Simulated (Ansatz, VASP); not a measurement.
## One calculation of MnSb4, two programs

The input INCAR:

```
PREC = Accurate
ENCUT = 520
EDIFF = 1E-7
ISMEAR = -1
SIGMA = 0.05
LREAL = F
LASPH = T
NELM = 150
ALGO = Normal
ISIF = 2
LWAVE = F
LCHARG = F
ISPIN = 2
MAGMOM = 0 0 0 0 4
LORBIT = 11
LMAXMIX = 4
GGA = PE
NBANDS = 28
```

KPOINTS

```
regular mesh
0
Gamma
  9 9 2
```

File POSCAR:

```
MnSb4
1.0
    3.1009012568      0.0000000000      0.0000000000
    0.0000000000      3.1009012568      0.0000000000
    0.0000000000      0.0000000000     15.0935052516
Sb Mn
4 1
Direct
    0.0000000000      0.0000000000      0.8196820000
    0.0000000000      0.0000000000      0.6005510000
    0.0000000000      0.0000000000      0.3994490000
    0.0000000000      0.0000000000      0.1803180000
    0.0000000000      0.0000000000      0.0000000000
```

Contents of input.yaml:

```yaml
crystal:
  lattice:
    - [3.1009012568, 0.0, 0.0]
    - [0.0, 3.1009012568, 0.0]
    - [0.0, 0.0, 15.0935052516]
  atoms:
    - { symbol: Sb, position: [0.0, 0.0, 0.819682] }
    - { symbol: Sb, position: [0.0, 0.0, 0.600551] }
    - { symbol: Sb, position: [0.0, 0.0, 0.399449] }
    - { symbol: Sb, position: [0.0, 0.0, 0.180318] }
    - { symbol: Mn, position: [0.0, 0.0, 0.0], spin: 4.0 }
hamiltonian:
  xc: pbe
  pseudopotentials: { kind: paw }
magnetization:
  spin_polarized: true
kpoints:
  mp_grid: { grid: [9, 9, 2] }
scf:
  occupations: { method: fermi_dirac, width: 0.05 }
output:
  forces: true
  stress: true
  eigenvalues: true
  write_density: true
  write_potential: true
  elf: true
  volumetric_format: npy
```

Change from the starting cell: volume scaled by 1.02.

Alike in both runs: task single point; functional PBE; k mesh 9 × 9 × 2; occupations fermi-dirac, width 0.05 eV; collinear spin, ferromagnetic start.

|  | VASP | Ansatz |
| --- | --- | --- |
| version | VASP 6.6.1 | Ansatz 0.2.0 |
| potentials or method | VASP PAW PBE potentials, release 64 (Sb, Mn_pv) | Ansatz PAW |
| plane-wave cutoff (eV) | 520 | 420 |
| valence electrons in the cell | 33 | 75 |

|  | VASP | Ansatz | Ansatz less VASP |
| --- | --- | --- | --- |
| gap on the k mesh at the Fermi level (eV) | none | none | - |
| pressure (GPa) | -1.3 | -1.3 | +0.03 |
| largest component of the traceless stress (GPa) | 0.98 | 0.99 | +0.007 |
| rms of the force components (eV/Å) | 0.024 | 0.027 | +0.0029 |
| net moment per atom (μB) | 0.81 | 0.81 | 0.000 |
| size of the moment on the site where the two differ most (μB) | 3.86 | 3.88 | +0.013 |

Site moments also hang on the region over which each program counts them. Atom by atom the forces differ by 0.004 eV/Å (rms over components). A gap of «none» marks a metal or a gap that the smearing closes. The functional is the same, so the differences come from potentials, cutoffs and numerics. The two sets of potentials don't hold the same shells in valence.

Caveats: a cell with one magnetic atom can't hold antiferromagnetic order, which such compounds often take. The runs have no spin-orbit coupling, so splittings on Sb are missing.
